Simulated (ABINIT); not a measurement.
The system is MgO.

```
CELL_PARAMETERS angstrom
2.93802 0.00000 0.00000
-1.46901 2.54440 0.00000
0.00000 0.00000 2.67968
ATOMIC_POSITIONS crystal
Mg 0.00000 0.00000 0.00000
O 0.33333 0.66667 0.50000
```

Measurements of this composition are mostly on another form, of space group No. 225.

Program: ABINIT 10.8.3 (patched build). Alike in all runs: task band structure; potentials or basis JTH PAW PBE v2.0; no spin polarisation; cell as given; k mesh 10 × 10 × 10; cutoff (eV) 762; smearing fermi-dirac 0.05 eV.

Problem. Order these runs on this cell by their band gap on the k mesh, lowest first.
A. level TB-mBJ
B. level PBEsol
C. level BLYP
D. level SCAN

Solution. B (2.93 eV), C (3.29 eV), D (3.76 eV), A (5.35 eV).

Caveats: the constant c of TB-mBJ comes from the pseudo density here, which moves gaps by up to 0.3 eV between sets of potentials (some runs).

